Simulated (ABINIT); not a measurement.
The system is PbSe (Clausthalite).

```
CELL_PARAMETERS angstrom
0.00000 3.06065 3.06065
3.06065 0.00000 3.06065
3.06065 3.06065 0.00000
ATOMIC_POSITIONS crystal
Pb 0.00000 0.00000 0.00000
Se 0.50000 0.50000 0.50000
```

Base run:

- Program: ABINIT 10.8.3 (patched build)
- Functional: PBE
- Potentials or basis: SG15 NC PBE v1.2
- Cutoff: 490 eV
- k mesh: 6 × 6 × 6
- Occupations: fixed
- Spin: no spin polarisation

Its results: band gap on the k mesh 0.28 eV, direct; pressure 2.4 GPa.

Task: The run is repeated on the same cell with these changes: functional from PBE to PBE0. What comes out?

Result: Band gap on the k mesh 1.13 eV, direct; pressure 0.2 GPa.

PBE0 gives the wider gap, since exact exchange removes part of the self-interaction.

Caveats: spin-orbit coupling is left out, which as a rule narrows the gap of such compounds by several tenths of an eV; the potentials were made for another functional, which shifts forces and pressure (some runs).

A k mesh can miss the band edges.
